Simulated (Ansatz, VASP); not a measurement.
# BiTe in VASP and in Ansatz

INCAR

```
  ALGO = Normal
  EDIFF = 1E-6
  ENCUT = 520
  GGA = PS
  ISIF = 2
  ISMEAR = -1
  LASPH = T
  LCHARG = F
  LREAL = F
  LWAVE = F
  NBANDS = 18
  NELM = 80
  PREC = Accurate
  SIGMA = 0.05
```

File KPOINTS:

```
k-points
0
Gamma
  7 7 7
```

POSCAR

```
BiTe
1.0
    2.3899644647      1.3798466271      3.2724581889
   -2.3899644647      1.3798466271      3.2724581889
    0.0000000000     -2.7596932542      3.2724581889
Bi Te
1 1
Direct
    0.5000000000      0.5000000000      0.5000000000
    0.0000000000      0.0000000000      0.0000000000
```

The input input.yaml:

```yaml
crystal:
  lattice:
    - [2.3899644647, 1.3798466271, 3.2724581889]
    - [-2.3899644647, 1.3798466271, 3.2724581889]
    - [0.0, -2.7596932542, 3.2724581889]
  atoms:
    - { symbol: Bi, position: [0.5, 0.5, 0.5] }
    - { symbol: Te, position: [0.0, 0.0, 0.0] }
kpoints:
  mp_grid: { grid: [7, 7, 7] }
scf:
  occupations: { method: fermi_dirac, width: 0.05 }
hamiltonian:
  xc: pbesol
  pseudopotentials: { kind: all_electron, lapw: { basis_error: 0.0005 } }
output:
  forces: true
  stress: true
  eigenvalues: true
```

Change from the starting cell: volume scaled by 0.96.

Alike in both runs: task single point; functional PBEsol; k mesh 7 × 7 × 7; occupations fermi-dirac, width 0.05 eV; no spin polarisation.

```csv
,VASP,Ansatz
version,VASP 6.6.1,Ansatz 0.2.0
potentials or method,"VASP PAW PBE potentials, release 64 (Bi_d, Te)","all-electron LAPW, scalar-relativistic"
plane-wave cutoff (eV),520,see its input
```

Ansatz gave:

| Quantity | Value |
| --- | --- |
| gap on the k mesh at the Fermi level (eV) | none |
| pressure (GPa) | -0.3 |
| largest component of the traceless stress (GPa) | 0.32 |

Question: What did VASP give for the same quantities?

Answer: gap on the k mesh at the Fermi level (eV): none; pressure (GPa): -0.4; largest component of the traceless stress (GPa): 0.32.

A gap of «none» marks a metal or a gap that the smearing closes. Ansatz ran all-electron here, so the differences hold the error of VASP's frozen core and of both bases.

Caveats: spin-orbit coupling is left out, which moves the levels of the heavy elements; the PAW data sets were made with another functional, which shifts forces and pressure a little (VASP).
